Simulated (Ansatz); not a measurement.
Geometry optimisation in Ansatz: input, command and trajectory.

```yaml
crystal:
  lattice:
    - [12.8, 0.0, 0.0]
    - [0.0, 13.8, 0.0]
    - [0.0, 0.0, 11.7]
  atoms:
    - { symbol: Sr, position: [0.4980911008, 0.4171212545, 0.3917238643], spin: 0.4 }
    - { symbol: Sr, position: [0.3336839467, 0.6815025839, 0.3927480042], spin: 0.4 }
    - { symbol: Sr, position: [0.672054098, 0.6752140476, 0.3920256465], spin: 0.4 }
    - { symbol: Sr, position: [0.3339068304, 0.3258565707, 0.6068955671], spin: 0.4 }
    - { symbol: Sr, position: [0.6707901094, 0.3255440328, 0.6068046635], spin: 0.4 }
    - { symbol: Sr, position: [0.5030088665, 0.5904539796, 0.6158056312], spin: 0.4 }
    - { symbol: O, position: [0.503980665, 0.4203513041, 0.6165021138], spin: 0.4 }
    - { symbol: O, position: [0.336322534, 0.6776902774, 0.609593389], spin: 0.4 }
    - { symbol: O, position: [0.67050208, 0.6833061437, 0.6087928032], spin: 0.4 }
    - { symbol: O, position: [0.3313662959, 0.3223300599, 0.3908432211], spin: 0.4 }
    - { symbol: O, position: [0.6658477, 0.3201431689, 0.3850990483], spin: 0.4 }
    - { symbol: O, position: [0.502947232, 0.5939124352, 0.3945610879], spin: 0.4 }
basis:
  ecutwfc: 420
kpoints:
  mp_grid: { grid: [1, 1, 1] }
hamiltonian:
  xc: pbe
scf:
  occupations: { method: gaussian, width: 0.05 }
output:
  forces: true
  eigenvalues: true
  populations: true
  write_density: true
  write_potential: true
  elf: true
  volumetric_format: npy
magnetization:
  spin_polarized: true
relax:
  adjacent_minimum: "off"
  f_tol: 0.03
  max_steps: 40
```

```bash
ansatz run input.yaml --threads 4 --pin off --max-ram 11264MiB --backend cpu --events-out ev --progress --plain --runs-dir out
```

The calculation used DFT PBE, scalar-relativistic, plane waves, PAW in Ansatz.

Of 14 frames 10 are shown, positions in Å and forces in eV/Å; the SCF threshold varies from step to step.

```xyz
12
Lattice="12.8000 0.0000 0.0000 0.0000 13.8000 0.0000 0.0000 0.0000 11.7000" Properties=species:S:1:pos:R:3:forces:R:3 pbc="T T T" step=1 free_energy_over_end_meV_per_atom=765.17
Sr    6.3756    5.7563    4.5832    0.1430   -1.2380   -0.7150
Sr    4.2712    9.4047    4.5952    1.0170   -0.8050    2.7270
Sr    8.6023    9.3180    4.5867   -0.8950   -0.5510    2.6080
Sr    4.2740    4.4968    7.1007    0.7560    0.7220   -2.4310
Sr    8.5861    4.4925    7.0996   -0.9410    0.7660   -2.4820
Sr    6.4385    8.1483    7.2049    0.0530    1.6250    0.5460
O     6.4510    5.8008    7.2131   -0.0210   -2.0560   -0.3050
O     4.3049    9.3521    7.1322    0.4020   -0.4880   -2.6750
O     8.5824    9.4296    7.1229   -0.5170   -0.7350   -2.6320
O     4.2415    4.4482    4.5729    0.7450    0.7730    2.8130
O     8.5229    4.4180    4.5057   -0.6670    0.8210    2.7700
O     6.4377    8.1960    4.6164   -0.0750    1.1660   -0.2240
12
Lattice="12.8000 0.0000 0.0000 0.0000 13.8000 0.0000 0.0000 0.0000 11.7000" Properties=species:S:1:pos:R:3:forces:R:3 pbc="T T T" step=2 free_energy_over_end_meV_per_atom=451.97
Sr    6.3862    5.6992    4.5361    0.1090   -0.4000   -0.6360
Sr    4.3339    9.3523    4.7632    0.3150   -0.3430    1.2810
Sr    8.5480    9.2818    4.7462   -0.2320   -0.1870    1.2610
Sr    4.3224    4.5465    6.9545    0.2570    0.3400   -1.1010
Sr    8.5271    4.5437    6.9383   -0.3410    0.3270   -1.4050
Sr    6.4418    8.2087    7.2362    0.0280    0.4780    0.4700
O     6.4467    5.7109    7.1863   -0.0580   -0.7910   -0.5450
O     4.3280    9.3195    6.9685    0.4980   -0.4420   -1.5140
O     8.5514    9.3809    6.9601   -0.5750   -0.6150   -1.5530
O     4.2885    4.5003    4.7472    0.6730    0.6220    1.6410
O     8.4816    4.4734    4.6880   -0.6190    0.6750    1.8690
O     6.4324    8.2442    4.6087   -0.0560    0.3350    0.2290
12
Lattice="12.8000 0.0000 0.0000 0.0000 13.8000 0.0000 0.0000 0.0000 11.7000" Properties=species:S:1:pos:R:3:forces:R:3 pbc="T T T" step=4 free_energy_over_end_meV_per_atom=351.08
Sr    6.4016    5.7762    4.3787   -0.0280   -0.2960    0.0220
Sr    4.3223    9.1602    4.8024    0.1010   -0.1910   -0.2540
Sr    8.5577    9.1007    4.7787   -0.1110   -0.1630   -0.2030
Sr    4.3089    4.7563    6.9479    0.1690    0.2320    0.2270
Sr    8.5439    4.7300    6.9011   -0.1490    0.1940    0.2900
Sr    6.4358    8.1268    7.3530    0.0350    0.1730   -0.0210
O     6.4393    5.6877    7.0997   -0.0410   -0.1980   -0.0060
O     4.3667    9.0882    6.8632    0.0610   -0.2320    0.2900
O     8.4932    9.1206    6.8442   -0.0780   -0.2610    0.2370
O     4.3497    4.7689    4.8827    0.1040    0.2780   -0.2340
O     8.4415    4.7362    4.8407   -0.0600    0.2930   -0.2910
O     6.4275    8.2095    4.6410   -0.0020    0.1710   -0.0570
12
Lattice="12.8000 0.0000 0.0000 0.0000 13.8000 0.0000 0.0000 0.0000 11.7000" Properties=species:S:1:pos:R:3:forces:R:3 pbc="T T T" step=5 free_energy_over_end_meV_per_atom=327.62
Sr    6.4011    5.7550    4.3531   -0.0030    0.0040   -0.2390
Sr    4.2979    9.0021    4.7999   -0.0630   -0.2420   -0.1830
Sr    8.5694    8.9558    4.7777    0.0760   -0.2150   -0.2170
Sr    4.2933    4.9217    6.9495   -0.1650    0.2290    0.2560
Sr    8.5494    4.8835    6.9035    0.1530    0.1850    0.2700
Sr    6.4445    8.1252    7.3844   -0.0310    0.0540    0.1500
O     6.4307    5.7155    7.1484    0.0250   -0.2130   -0.1110
O     4.3272    8.9209    6.8817    0.0180   -0.1980    0.1260
O     8.5434    8.9498    6.8619   -0.0140   -0.2120    0.1070
O     4.2969    4.9413    4.8657    0.0470    0.1960   -0.1100
O     8.5100    4.9177    4.8205   -0.0440    0.2260   -0.1000
O     6.4243    8.1726    4.5871    0.0010    0.1870    0.0510
12
Lattice="12.8000 0.0000 0.0000 0.0000 13.8000 0.0000 0.0000 0.0000 11.7000" Properties=species:S:1:pos:R:3:forces:R:3 pbc="T T T" step=7 free_energy_over_end_meV_per_atom=247.75
Sr    6.4012    5.8169    4.2329    0.0650   -0.5600   -0.0450
Sr    4.2089    8.6384    4.7851   -0.0630   -0.4570    0.0640
Sr    8.6420    8.6061    4.7547    0.1070   -0.4570    0.0290
Sr    4.2122    5.3040    6.9723   -0.2360    0.4360    0.0010
Sr    8.6308    5.2267    6.9362    0.1190    0.4250   -0.1060
Sr    6.4465    8.0606    7.4883    0.0070    0.5450    0.0700
O     6.4266    5.7458    7.1908    0.1080   -0.3560    0.0300
O     4.2587    8.5763    6.9112   -0.0840   -0.5460    0.0120
O     8.6119    8.6017    6.8793    0.0810   -0.4970    0.0340
O     4.2318    5.2831    4.8468   -0.0450    0.5370   -0.0840
O     8.5958    5.2686    4.8069   -0.0140    0.5430    0.0240
O     6.4217    8.1329    4.5289   -0.0460    0.3870   -0.0260
12
Lattice="12.8000 0.0000 0.0000 0.0000 13.8000 0.0000 0.0000 0.0000 11.7000" Properties=species:S:1:pos:R:3:forces:R:3 pbc="T T T" step=8 free_energy_over_end_meV_per_atom=174.87
Sr    6.4001    5.8116    4.1865    0.0880   -0.5220    0.0760
Sr    4.1723    8.4560    4.7836   -0.1150   -0.5640   -0.1320
Sr    8.6734    8.4299    4.7497    0.1710   -0.5880   -0.1640
Sr    4.1850    5.4898    6.9781   -0.3660    0.5210    0.2110
Sr    8.6569    5.3977    6.9444    0.2250    0.5390    0.0680
Sr    6.4514    8.0631    7.5264   -0.0150    0.5830   -0.0100
O     6.4237    5.7545    7.2187    0.1430   -0.2380    0.0350
O     4.2166    8.3878    6.9227    0.0000   -0.7920    0.2020
O     8.6538    8.4205    6.8855    0.0180   -0.7340    0.2490
O     4.1917    5.4666    4.8399    0.0330    0.7980   -0.3230
O     8.6428    5.4549    4.8047   -0.1220    0.7760   -0.2040
O     6.4205    8.1289    4.4932   -0.0600    0.2210   -0.0080
12
Lattice="12.8000 0.0000 0.0000 0.0000 13.8000 0.0000 0.0000 0.0000 11.7000" Properties=species:S:1:pos:R:3:forces:R:3 pbc="T T T" step=10 free_energy_over_end_meV_per_atom=29.67
Sr    6.4046    5.7438    4.2058   -0.0180   -0.1490    0.2650
Sr    4.1168    8.1754    4.7387   -0.1220    0.1000   -0.2490
Sr    8.7300    8.1453    4.7111    0.1110    0.1820   -0.3450
Sr    4.1205    5.7267    7.0248   -0.0890   -0.1250    0.1980
Sr    8.7161    5.6936    6.9766    0.2280   -0.0940    0.3690
Sr    6.4518    8.1400    7.5093   -0.1120    0.1570   -0.2810
O     6.4305    5.7797    7.2517   -0.0560    0.0530   -0.0560
O     4.1745    8.0411    6.9606   -0.0460   -0.1290    0.2780
O     8.7008    8.0416    6.9293    0.0930   -0.2840    0.2660
O     4.1540    5.8483    4.7951   -0.1050    0.1800   -0.2200
O     8.6713    5.8222    4.7636    0.0680    0.1760   -0.3080
O     6.4170    8.1036    4.4667    0.0470   -0.0670    0.0820
12
Lattice="12.8000 0.0000 0.0000 0.0000 13.8000 0.0000 0.0000 0.0000 11.7000" Properties=species:S:1:pos:R:3:forces:R:3 pbc="T T T" step=11 free_energy_over_end_meV_per_atom=10.11
Sr    6.4067    5.7111    4.3967   -0.0020   -0.0280    0.3190
Sr    4.0722    8.1857    4.7288   -0.0780    0.0170   -0.1290
Sr    8.7732    8.1626    4.6856    0.0420   -0.0070   -0.1050
Sr    4.0778    5.7130    7.0396   -0.0290   -0.0010    0.0930
Sr    8.7718    5.6877    6.9989    0.0720    0.0040    0.1300
Sr    6.4430    8.1717    7.3120   -0.0150   -0.0050   -0.2910
O     6.4291    5.7689    7.1351   -0.0270   -0.0160   -0.2680
O     4.1140    7.9918    6.9649   -0.0030    0.0730    0.2120
O     8.7585    7.9700    6.9208    0.0280    0.0730    0.2170
O     4.0928    5.9083    4.8017   -0.0380   -0.0830   -0.2080
O     8.7301    5.8842    4.7669    0.0250   -0.0740   -0.2570
O     6.4187    8.1062    4.5822    0.0250    0.0480    0.2870
12
Lattice="12.8000 0.0000 0.0000 0.0000 13.8000 0.0000 0.0000 0.0000 11.7000" Properties=species:S:1:pos:R:3:forces:R:3 pbc="T T T" step=13 free_energy_over_end_meV_per_atom=0.00
Sr    6.4057    5.6714    4.5294   -0.0100   -0.0030   -0.0080
Sr    4.0403    8.1728    4.7218    0.0030   -0.0030   -0.0030
Sr    8.7987    8.1464    4.6775    0.0010    0.0100   -0.0030
Sr    4.0505    5.7302    7.0452   -0.0080   -0.0110    0.0010
Sr    8.8058    5.7047    7.0000    0.0130   -0.0120    0.0130
Sr    6.4424    8.2055    7.1926    0.0060    0.0080    0.0040
O     6.4282    5.7416    6.9986    0.0000    0.0100   -0.0070
O     4.0838    7.9974    6.9843   -0.0060    0.0050   -0.0020
O     8.7952    7.9724    6.9410    0.0040    0.0020   -0.0060
O     4.0530    5.9043    4.7819   -0.0050    0.0030    0.0020
O     8.7646    5.8789    4.7375    0.0030    0.0010    0.0010
O     6.4198    8.1357    4.7233   -0.0010   -0.0110    0.0070
12
Lattice="12.8000 0.0000 0.0000 0.0000 13.8000 0.0000 0.0000 0.0000 11.7000" Properties=species:S:1:pos:R:3:forces:R:3 pbc="T T T" step=14 free_energy_over_end_meV_per_atom=0.00
Sr    6.4057    5.6714    4.5294   -0.0100   -0.0030   -0.0080
Sr    4.0403    8.1728    4.7218    0.0030   -0.0030   -0.0030
Sr    8.7987    8.1464    4.6775    0.0010    0.0100   -0.0030
Sr    4.0505    5.7302    7.0452   -0.0080   -0.0110    0.0010
Sr    8.8058    5.7047    7.0000    0.0130   -0.0120    0.0130
Sr    6.4424    8.2055    7.1926    0.0060    0.0080    0.0040
O     6.4282    5.7416    6.9986    0.0000    0.0100   -0.0070
O     4.0838    7.9974    6.9843   -0.0060    0.0050   -0.0020
O     8.7952    7.9724    6.9410    0.0040    0.0020   -0.0060
O     4.0530    5.9043    4.7819   -0.0050    0.0030    0.0020
O     8.7646    5.8789    4.7375    0.0030    0.0010    0.0010
O     6.4198    8.1357    4.7233   -0.0010   -0.0110    0.0070
```

It took 2.5 min on 4 threads of Arm Neoverse V1, with other jobs on the host, peak memory 1.7 GiB.